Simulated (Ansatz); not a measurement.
## Strain and the gap of LiH (rocksalt)

LiH in the rocksalt structure, relaxed with r2SCAN in Ansatz. Space group Fm-3m (No. 225), cubic; conventional cell a = 4.006 Å, 8.04 Å³ an atom. Li is surrounded by 6 H at 2.00 Å; H is surrounded by 6 Li at 2.00 Å.

The axes x, y and z are those of this cell:
```
CELL_PARAMETERS angstrom
0.00000 2.00299 2.00299
2.00299 0.00000 2.00299
2.00299 2.00299 0.00000
ATOMIC_POSITIONS crystal
Li 0.00000 0.00000 0.00000
H 0.50000 0.50000 0.50000
```

Unstrained: PBE gives a direct gap of 2.984 eV at X. With r2SCAN the gap is 3.630 eV and direct, at X. The HSE06 gap is direct at X: 3.971 eV. Meshes: PBE 10×10×10, r2SCAN 10×10×10, HSE06 8×8×8. Strains are changes of length per length, and xy shears are angles. After each strain the atoms were relaxed again with r2SCAN within the symmetry that the strain leaves, so tilts or polar shifts that break it weren't tested; points keep the names that they have in the unstrained zone. Calculated for a static, non-magnetic cell.

Changes of the least gap in eV (an overlap counts as a negative gap):

| strain | volume change (%) | space group | PBE | r2SCAN | HSE06 | G0W0@PBE (mesh) | energy rise, r2SCAN (meV/atom) |
| --- | --- | --- | --- | --- | --- | --- | --- |
| uniaxial -0.5 % along z | -0.5 | I4/mmm | -0.052 | -0.053 | -0.055 | -0.05 | 0.0 |
| xy shear, engineering strain (angle) +0.5 % | 0.0 | Immm | 0.000 | 0.000 | -0.001 | 0.00 | 0.0 |
| uniaxial +0.5 % along [111] | +0.5 | R-3m | +0.004 | +0.003 | +0.003 | 0.00 | 0.1 |
| isotropic +3.0 % on every length | +9.3 | Fm-3m | +0.059 | +0.049 | +0.046 | +0.07 | 6.9 |
| isotropic -5.0 % on every length | -14.3 | Fm-3m | -0.138 | -0.118 | -0.116 | -0.16 | 22.9 |

Unstrained, G0W0@PBE with 67 empty bands, a screening cutoff of 150 eV and a 6×6×6 mesh gives 4.80 eV on its mesh; the band count follows the volume. The G0W0 figures hold for the stated bands, cutoff and mesh and aren't extrapolated.

Uniaxial -0.5 % along z, other directions held. HSE06: the gap goes from 3.971 to 3.916 eV (-0.055 eV); it turns from direct (X) to indirect (X → X [(1/2, 0, 1/2)]); the X points, equivalent before, split by 42 meV, and the valence top lies at those like (1/2, 1/2, 0); the X points, equivalent before, split by 71 meV, and the conduction bottom lies at those like (1/2, 0, 1/2). Stress change with r2SCAN, compression positive: xx +0.06, yy +0.06, zz +0.43 GPa.

Xy shear, engineering strain (angle) +0.5 %. HSE06: the gap goes from 3.971 to 3.970 eV (-0.001 eV); the edges move from X to X → X [(1/2, 1/2, 0)]; least and direct gap lie within 0.04 eV, so its kind isn't settled. Stress change with r2SCAN, compression positive: xx 0.00, yy 0.00, zz 0.00, xy -0.26 GPa.

Uniaxial +0.5 % along [111], other directions held. HSE06: the gap goes from 3.971 to 3.974 eV (+0.003 eV). Stress change with r2SCAN, compression positive: xx -0.18, yy -0.18, zz -0.18, xy -0.17, xz -0.17, yz -0.17 GPa.

Isotropic +3.0 % on every length. HSE06: the gap goes from 3.971 to 4.017 eV (+0.046 eV). Stress change with r2SCAN, compression positive: xx -2.76, yy -2.76, zz -2.76 GPa. For HSE06, dE_g/d ln V = 0.5 eV over this step.

Isotropic -5.0 % on every length. HSE06: the gap goes from 3.971 to 3.855 eV (-0.116 eV). Stress change with r2SCAN, compression positive: xx +7.18, yy +7.18, zz +7.18 GPa. For HSE06, dE_g/d ln V = 0.8 eV over this step.

The meshes of the hybrids are coarse, so their gaps aren't converged to the digits shown.
